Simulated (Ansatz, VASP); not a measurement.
**One calculation of CuO, two programs**

File INCAR:

```
PREC     = Accurate       # precision mode
ENCUT    = 520            # plane-wave cutoff, eV
EDIFF    = 1E-7           # SCF threshold, eV
ISMEAR   = -1             # smearing method
SIGMA    = 0.05           # smearing width, eV
LREAL    = F              # projectors in reciprocal space
LASPH    = T              # aspherical terms in the spheres
NELM     = 100            # most SCF steps
ALGO     = Normal         # electronic algorithm
ISIF     = 2              # what is computed and relaxed
LWAVE    = F              # write WAVECAR
LCHARG   = T              # write CHGCAR
GGA      = PS             # functional
LVHAR    = T            
NBANDS   = 34             # bands
KPAR     = 2
```

File KPOINTS:

```
Automatic mesh
0
Gamma
  7 7 7
```

Contents of POSCAR:

```
CuO
1.0
    4.1609370000      0.0000000000      0.0000000000
    0.0000000000      4.1609370000      0.0000000000
    0.0000000000      0.0000000000      3.8876430000
Cu O
3 3
Direct
    0.5046300000      0.0054650000      0.4890610000
   -0.0012760000      0.4995070000      0.4936580000
    0.0108300000     -0.0044230000      0.0000840000
    0.0034590000     -0.0051740000      0.5022680000
    0.5044770000     -0.0063950000     -0.0007210000
    0.0000170000      0.4958090000      0.0091190000
```

The input input.yaml:

```yaml
crystal:
  lattice:
    - [4.160937, 0.0, 0.0]
    - [0.0, 4.160937, 0.0]
    - [0.0, 0.0, 3.887643]
  atoms:
    - { symbol: Cu, position: [0.50463, 0.005465, 0.489061] }
    - { symbol: Cu, position: [-0.001276, 0.499507, 0.493658] }
    - { symbol: Cu, position: [0.01083, -0.004423, 8.4e-05] }
    - { symbol: O, position: [0.003459, -0.005174, 0.502268] }
    - { symbol: O, position: [0.504477, -0.006395, -0.000721] }
    - { symbol: O, position: [1.7e-05, 0.495809, 0.009119] }
hamiltonian:
  xc: pbesol
  pseudopotentials: { kind: paw }
kpoints:
  mp_grid: { grid: [7, 7, 7] }
scf:
  occupations: { method: fermi_dirac, width: 0.05 }
output:
  forces: true
  stress: true
  eigenvalues: true
```

Change from the starting cell: atoms moved at random, drawn with an rms of 0.05 Å.

Alike in both runs: task single point; functional PBEsol; k mesh 7 × 7 × 7; occupations fermi-dirac, width 0.05 eV; no spin polarisation.

|  | VASP | Ansatz |
| --- | --- | --- |
| version | VASP 6.6.1 | Ansatz 0.2.0 |
| potentials or method | VASP PAW PBE potentials, release 64 (Cu, O) | Ansatz PAW |
| plane-wave cutoff (eV) | 520 | 420 |
| valence electrons in the cell | 51 | 75 |

```tsv
	VASP	Ansatz	Ansatz less VASP
gap on the k mesh at the Fermi level (eV)	none	none	-
pressure (GPa)	-4.6	-5.1	-0.57
largest component of the traceless stress (GPa)	1.60	2.12	+0.519
rms of the force components (eV/Å)	0.300	0.287	-0.0126
```

Atom by atom the forces differ by 0.013 eV/Å (rms over components). A gap of «none» marks a metal or a gap that the smearing closes. The two sets of potentials don't hold the same shells in valence.

Caveats: an odd number of electrons without spin polarisation forces a metal; a magnetic or distorted state may lie lower; the run has no spin polarisation, though such a crystal can be magnetic; semilocal functionals often make such compounds metallic where correlation or magnetic order opens a gap, which also shifts bond lengths; the PAW data sets were made with another functional, which shifts forces and pressure a little (VASP); the pressure holds a Pulay correction of +0.7 GPa for the finite cutoff (Ansatz); the PAW data sets come from PBE, with cores solved anew for the run's functional, which leaves a small shift of forces and pressure (Ansatz).
